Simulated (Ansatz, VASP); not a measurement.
**CdSe: VASP beside Ansatz**

```
Cd Se
1.0
     0.00000    2.86855    2.86855
     2.86855    0.00000    2.86855
     3.11371    3.11371   -0.24516
Cd Se
1 1
Direct
  0.00000 0.00000 0.00000
  0.75000 0.75000 0.75000
```

Alike in both runs: task single point; functional PBEsol; k mesh 10 × 10 × 10; occupations gaussian, width 0.05 eV; no spin polarisation.

|  | VASP | Ansatz |
| --- | --- | --- |
| version | VASP 6.6.1 | Ansatz 0.2.0 |
| potentials or method | VASP PAW PBE potentials, release 64 (Cd, Se) | scalar-relativistic, plane waves, PAW |
| plane-wave cutoff (eV) | 520 | 420 |
| valence electrons in the cell | 18 | 36 |

|  | VASP | Ansatz | Ansatz less VASP |
| --- | --- | --- | --- |
| gap on the k mesh at the Fermi level (eV) | 0.40 | 0.40 | 0.000 |
| least direct gap on the mesh (eV) | 0.40 | 0.40 | 0.000 |
| pressure (GPa) | 5.1 | 4.6 | -0.46 |
| largest component of the traceless stress (GPa) | 3.79 | 3.70 | -0.091 |
| rms of the force components (eV/Å) | 0.490 | 0.468 | -0.0221 |

Atom by atom the forces differ by 0.022 eV/Å (rms over components). The two sets of potentials don't hold the same shells in valence.

Caveats: the PAW data sets were made with another functional, which shifts forces and pressure a little (VASP).
